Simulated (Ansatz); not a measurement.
BaTe in Ansatz: the effect of functional

BaTe:

```xyz
2
Lattice="0.0000 3.4100 3.4100 3.4100 0.0000 3.4100 3.4100 3.4100 0.0000" Properties=species:S:1:pos:R:3 pbc="T T T"
Ba    0.0000    0.0000    0.0000
Te    3.4100    3.4100    3.4100
```

Alike in all runs:

- Program: Ansatz 0.2.0
- Task: single point
- Potentials or basis: all-electron PAW datasets made for the crystal
- k mesh: 6 × 6 × 6
- Occupations: fermi-dirac, width 0.05 eV
- Spin: no spin polarisation

Question: One run gave: gap on the mesh 2.10 eV; pressure 3.6 GPa. Which functional did it use?
A. PBE
B. PBE0
C. HSE06

Answer: C.

```tsv
functional	cutoff	gap on the mesh (eV)	pressure (GPa)
PBE	240 eV (chosen from the basis error)	1.43	3.8
HSE06	270 eV (chosen from the basis error)	2.10	3.6
PBE0	270 eV (chosen from the basis error)	2.74	3.6
```

Caveats: spin-orbit coupling is left out, which moves the levels of the heavy elements.

A k mesh can miss the band edges.

The runs don't all hold the same shells in valence.
